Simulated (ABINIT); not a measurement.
# Beyond one shot: BAs (F-43m), part 3 of 3

Aim: iterate the self-energy on BAs (F-43m) and follow the gap from cycle to cycle.

ABINIT 10.8.3; LDA and many-body steps on it, plane waves. Known limits of the many-body steps: not at the basis limit; exchange with frozen shells missing; no spin-orbit coupling; coarse k mesh.

So far. Step 7 (evGW0, cycle 3): Against the cycle before, the gap moves by +0.009 eV. Step 10 (evGW, cycle 1): Against G0W0 in ABINIT (4×4×4 mesh, 42 bands, screening to 130.6 eV, Godby-Needs plasmon pole), the gap moves by +0.233 eV.

## (12) Screening, 4×4×4 mesh, 42 bands, screening to 130.6 eV

This step: RPA screening on LDA from quasiparticle energies, plane waves, norm-conserving pseudopotentials.

Contents of run.abi:

```
acell 3*1.0 Angstrom
rprim 
  -0.000000000000 2.388500000000 2.388500000000
  2.388500000000 -0.000000000000 2.388500000000
  2.388500000000 2.388500000000 -0.000000000000
ntypat 2
znucl 5 33
natom 2
typat 1 2
xred 
  0.000000000000 0.000000000000 0.000000000000
  0.250000000000 0.250000000000 0.250000000000
pp_dirpath "pseudos"
pseudos "B.upf, As.upf"
ecut 34
ngkpt 4 4 4
nshiftk 1
shiftk 0 0 0
kptopt 1
chksymbreak 0
istwfk *1
occopt 1
irdwfk 1
optdriver 3
nband 42
ecuteps 4.8
inclvkb 2
awtr 1
symchi 1
irdqps 1
gwcalctyp 10
nqptdm 7
qptdm 
  0.2500000000 0.0000000000 0.0000000000
  0.5000000000 0.0000000000 0.0000000000
  0.2500000000 0.2500000000 0.0000000000
  0.5000000000 0.2500000000 0.0000000000
  -0.2500000000 0.2500000000 0.0000000000
  0.5000000000 0.5000000000 0.0000000000
  -0.2500000000 0.5000000000 0.2500000000
indata_prefix "in"
outdata_prefix "out"
tmpdata_prefix "tmp"
```

Contents of mrgscr.stdin:

```
2
merged
q0_SCR
out_SCR
1
```

Run with:

```console
OMP_NUM_THREADS=1 mpirun -n 4 abinit run.abi > log; mrgscr < mrgscr.stdin
```

Numbers of over 12 decimals in the logs are rounded to 6 here.

The log of the run:

```text
.Version 10.8.3 of ABINIT. v10.8.2 released Aug 2026.

 Symmetries : space group F-4 3 m (#216); Bravais cF (face-center cubic)
[... echo of the input left out ...]
== DATASET  1 ==================================================================
-   mpi_nproc: 4, omp_nthreads: 1 (-1 if OMP is not activated)

--- !DatasetInfo
iteration_state: {dtset: 1, }
dimensions: {natom: 2, nkpt: 8, mband: 42, nsppol: 1, nspinor: 1, nspden: 1, mpw: 1807, }
cutoff_energies: {ecut:  34.0, pawecutdg:  -1.0, }
[...]
q-point number  1        q = ( 0.250000, 0.000000, 0.000000) [r.l.u.]
--------------------------------------------------------------------------------
[... chi0 elements left out ...]
  Average fulfillment of the sum rule on Im[epsilon] for q-point    2 :     61.60  [%]

--------------------------------------------------------------------------------
  q-point number  2        q = ( 0.500000, 0.000000, 0.000000) [r.l.u.]
--------------------------------------------------------------------------------
[... chi0 elements left out ...]
  Average fulfillment of the sum rule on Im[epsilon] for q-point    3 :     54.26  [%]

 [... 5 further q-points ...]
```

The job ended after 4.4 s (4 MPI ranks of Arm Neoverse V2, shared host; peak memory 0.38 GiB; 17 s of CPU time).

Numbers from this step:

```
plasma frequency                    : 30.18 eV
plane waves in the screening matrix : 89
```

This screening reads the quasiparticle levels of the cycle before.

## (13) evGW, cycle 2

This step: evGW on LDA, plane waves, norm-conserving pseudopotentials.

Edit run.abi of step 12 so:

```diff
@@ -23,12 +23,10 @@
 irdwfk 1
-optdriver 3
+optdriver 4
 nband 42
-ecuteps 4.8
-inclvkb 2
-awtr 1
-symchi 1
-irdqps 1
 gwcalctyp 10
-nqptdm 7
-qptdm 
+ecutsigx 34
+symsigma 1
+nkptgw 8
+kptgw 
+  0.0000000000 0.0000000000 0.0000000000
   0.2500000000 0.0000000000 0.0000000000
@@ -40,2 +38,15 @@
   -0.2500000000 0.5000000000 0.2500000000
+bdgw 
+  1 13
+  1 13
+  1 13
+  1 13
+  1 13
+  1 13
+  1 13
+  1 13
+ecuteps 4.8
+irdscr 1
+ppmodel 1
+irdqps 1
 indata_prefix "in"
```

Run with:

```console
OMP_NUM_THREADS=1 mpirun -n 4 abinit run.abi > log
```

The log of the run:

```text
.Version 10.8.3 of ABINIT. v10.8.2 released Aug 2026.

 Symmetries : space group F-4 3 m (#216); Bravais cF (face-center cubic)
[... echo of the input left out ...]
== DATASET  1 ==================================================================
-   mpi_nproc: 4, omp_nthreads: 1 (-1 if OMP is not activated)

--- !DatasetInfo
iteration_state: {dtset: 1, }
dimensions: {natom: 2, nkpt: 8, mband: 42, nsppol: 1, nspinor: 1, nspden: 1, mpw: 1807, }
cutoff_energies: {ecut:  34.0, pawecutdg:  -1.0, }
[...]
.  kptgw no:  3; Maximum DeltaE = (  -0.659   0.053) for band index:  5
[...]
.  kptgw no:  7; Maximum DeltaE = (   0.474   0.014) for band index:  2
.  kptgw no:  8; Maximum DeltaE = (  -0.234   0.203) for band index:  4

== END DATASET(S) ==============================================================
================================================================================

 -outvars: echo values of variables after computation  --------
           etotal      0.0000000000E+00
            nband          42
             nkpt           8
          spgroup         216
 [... the other variables as echoed above ...]

 Calculation completed.
```

Elapsed: 15 s, on 4 MPI ranks; peak memory 0.68 GiB.

Numbers from this step:

```yaml
quasiparticle_gap_on_the_mesh: 2.508 eV
gap_of_the_density_functional_on_the_mesh: 1.352 eV
k_of_the_valence_top: 0, 0, 0
k_of_the_conduction_bottom: 0.5, 0.5, 0
least_direct_quasiparticle_gap_on_the_computed_points: 4.346 eV
```

Against the cycle before, the gap moves by +0.007 eV.

## (14) The runs together

Times are wall times on 4 MPI ranks of Arm Neoverse V2, shared host, good to a factor of about two. A run's time includes the screening step that it read.

```tsv
run	mesh	bands	screening cutoff (eV)	DFT gap (eV)	gap on the mesh (eV)	direct (eV)	ε∞ used	time
G0W0	4×4×4	42	130.6	1.352	2.268	4.097	14.12	7.2 s
evGW0, cycle 1	4×4×4	42	130.6	1.352	2.475	4.296	14.12	19 s
evGW0, cycle 2	4×4×4	42	130.6	1.352	2.369	4.198	14.12	19 s
evGW0, cycle 3	4×4×4	42	130.6	1.352	2.378	4.206	14.12	19 s
evGW, cycle 1	4×4×4	42	130.6	1.352	2.501	4.339	11.59	21 s
evGW, cycle 2	4×4×4	42	130.6	1.352	2.508	4.346	11.33	21 s
```

## (15) Summary of results

```yaml
g0w0: 2.268 eV
evgw0_cycle_1: 2.475 eV
evgw0_cycle_2: 2.369 eV
evgw0_cycle_3: 2.378 eV
evgw_cycle_1: 2.501 eV
evgw_cycle_2: 2.508 eV
known_limits: not at the basis limit; exchange with frozen shells missing; no spin-orbit coupling; coarse k mesh
```

What this shows: Only the bands that the input lists are updated; the others, empty or deep, keep the functional's energies or take a rigid shift. The evGW loop starts from the last levels of evGW0, so its cycles and time come on top of those. evGW0 ends at 2.38 eV, +0.11 eV from G0W0, after 3 cycles that took 43 s beside the first screening; the last moved the gap by 0.009 eV. evGW ends at 2.51 eV, +0.24 eV from G0W0, after 2 cycles that took 42 s beside the first screening; the last moved the gap by 0.007 eV. The first cycle of evGW0 takes the full correction, without the factor Z, so it overshoots the one-shot value. Against experiment, by evGW, cycle 2: the gap of 2.51 eV lies +0.69 eV from the measured 1.82 eV (indirect, 300 K, 2019); the direct gap of 4.35 eV lies +0.23 eV from the measured 4.12 eV (direct, 300 K, 2019); the gap of 2.51 eV lies +0.49 eV from the measured 2.02 eV (indirect, 300 K, 2019). An exciton line or allowed optical edge lies below the quasiparticle gap by the binding energy; a forbidden edge can push the onset above it. These are gaps on the mesh, at modest bands and cutoff. The calculation has static nuclei and no excitons; a measured gap holds zero-point and thermal motion, which mostly lowers it. Bands and cutoff are finite, so the gap is not at the basis limit. The miss can reach some tenths of an eV and take either sign; the mesh is an error of its own. A denser mesh or path gives a starting gap of 1.16 eV: the GW mesh misses a band edge, so its gaps are not the fundamental one. The 4×4×4 mesh is coarse for this cell, which bears on the long-range parts of exchange and screening. The norm-conserving file of at least one element keeps a d shell over frozen s and p shells of the same row. Exchange with those shells is missing from the self-energy, an error of 0.3 to 0.9 eV in cases checked, whose sign depends on which edge lies on those atoms. In the updated screening the q = 0 part is built from Kohn-Sham bands under a rigid shift, the other q from the quasiparticle levels. The many-body steps are scalar-relativistic: spin-orbit coupling is not in them.

[Paths, hosts, dates, memory and timing lines, banners, echoed tables and standing remarks are left out of the program output.]

[Logs are printed without paths, hosts, clocks, repeated set-up lines and the standing remarks that a program may print on its own settings, such as how far it seeks lower states.]

[Runs of the session that timed out or met a known fault of the program may be left out.]

[Hosts, paths, dates, database ids (printed as entryN), source tags and the programs' standing remarks are cut or masked in the printed files.]

[G0W0 gaps are taken among the corrected bands and points alone; a level outside them can change the order at an edge.]

[Where Ansatz stands beside ABINIT at settings called matched, ABINIT's density can come from a denser mesh and the files from another edition; pairs whose starting gaps differed by over 0.03 eV were left out, so agreement reads better than it is.]
